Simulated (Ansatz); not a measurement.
# CoSi2: the cost of one run

Program: Ansatz 0.2.0. Level of theory: DFT PBE, scalar-relativistic, plane waves, PAW. These are calculated values, not measurements.

4 further runs of the same task are left out: 2 that didn't finish, 2 set aside as unsound or not needed.

### 1 The structure to begin with

The structure is cubic, space group Fm-3m (No. 225). The conventional cell has a = 5.360 Å, b = 5.360 Å, c = 5.360 Å, α = 90.00°, β = 90.00°, γ = 90.00°. Co (site symmetry m-3m) has 8 Si at 2.32 Å as nearest neighbours. Around Si (site symmetry -43m) lie 4 Co at 2.32 Å.

Coordinates:

```
CELL_PARAMETERS angstrom
0.00000 2.67994 2.67994
2.67994 0.00000 2.67994
2.67994 2.67994 0.00000
ATOMIC_POSITIONS crystal
Co 0.00000 0.00000 0.00000
Si 0.25000 0.25000 0.25000
Si 0.75000 0.75000 0.75000
```

It is the result of an earlier relaxation at this level (volume 12.83 Å³/atom; gap on the mesh: none (metal)).

### 2 The undisturbed cell

The input, input.yaml:

```yaml
crystal:
  lattice:
    - [0.0, 2.6799390578, 2.6799390578]
    - [2.6799390578, 0.0, 2.6799390578]
    - [2.6799390578, 2.6799390578, 0.0]
  atoms:
    - { symbol: Co, position: [0.0, 0.0, 0.0] }
    - { symbol: Si, position: [0.25, 0.25, 0.25] }
    - { symbol: Si, position: [0.75, 0.75, 0.75] }
basis:
  ecutwfc: 420
kpoints:
  mp_grid: { grid: [18, 18, 18] }
hamiltonian:
  xc: pbe
scf:
  occupations: { method: gaussian, width: 0.15 }
output:
  forces: true
  stress: true
  eigenvalues: true
```

On the command line:

```console
$ ansatz run input.yaml --threads 1 --pin off --max-ram 2560MiB --backend cpu --events-out ev --progress --plain --runs-dir out
```

Q: Estimate wall time and peak memory on 1 thread of AMD EPYC 7R43 (Zen 3), shared host.

About 5.8 s, with a peak of 0.44 GiB.
